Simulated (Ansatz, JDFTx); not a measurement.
This is a calculation of Ta for JDFTx 1.7.0 (patched build). 

Ta.in

```
lattice Body-Centered Cubic 6.2409339101
coords-type Lattice
ion Ta     0.0000000000     0.0000000000     0.0000000000 1

ion-species pseudo/Ta.upf
elec-cutoff 29
elec-ex-corr lda-PW
kpoint-folding 11 11 11
elec-smearing Fermi 0.0018374661
elec-n-bands 12
electronic-SCF nIterations 100 energyDiffThreshold 1e-10
electronic-minimize nIterations 30 energyDiffThreshold 1e-7
forces-output-coords Cartesian
lattice-minimize nIterations 30 energyDiffThreshold 1e-7

dump-name run.$VAR
dump End Ecomponents EigStats BandEigs Kpoints Forces Stress
```

Potentials or basis: PseudoDojo-SR-LDA-0.4.1-standard.

The run is started by

```bash
$ jdftx -c 1 -i Ta.in -o Ta.out
```

Question: What does the same run look like in Ansatz 0.2.0? Potentials or basis there: Ansatz PAW, cutoff 420 eV.

Answer: As run (cutoffs and basis follow the program's own potentials, and thresholds, step limits or extra output files can differ):

The input input.yaml:

```yaml
crystal:
  lattice:
    - [-1.65128, 1.65128, 1.65128]
    - [1.65128, -1.65128, 1.65128]
    - [1.65128, 1.65128, -1.65128]
  atoms:
    - { symbol: Ta, position: [0.0, 0.0, 0.0] }
hamiltonian:
  xc: lda
  pseudopotentials: { kind: paw }
kpoints:
  mp_grid: { grid: [11, 11, 11] }
scf:
  occupations: { method: fermi_dirac, width: 0.05 }
output:
  forces: true
  stress: true
relax:
  f_tol: 0.01
  max_steps: 40
  cell: { stress_tol: 0.05 }
```

Potentials or basis: Ansatz PAW.

Run with:

```console
$ ansatz run input.yaml --threads 2 --pin off --max-ram 5632MiB --backend cpu --events-out ev --progress --plain --runs-dir out
```

Both were run:

|  | JDFTx | Ansatz |
| --- | --- | --- |
| Relaxed volume | 17.09 Å³/atom | 17.21 Å³/atom |
| Relaxed cell | a = 2.811 Å, b = 2.811 Å, c = 2.811 Å, α = 109.47°, β = 109.47°, γ = 109.47° | a = 2.817 Å, b = 2.817 Å, c = 2.817 Å, α = 109.47°, β = 109.47°, γ = 109.47° |
| Space group after relaxing | Im-3m (No. 229) | Im-3m (No. 229) |
| Pressure after relaxing | 0.0 GPa | 0.0 GPa |

Ansatz's pressure holds a Pulay term of +0.04 GPa for its cutoff of 420 eV, which the other run lacks.

Ansatz's potentials were made for PBE.

Where Ansatz's input types no cutoff or centring, it takes its own default and a Γ-centred mesh.

The two programs' LDA may be different fits to the electron gas.

Pressure is positive in compression.
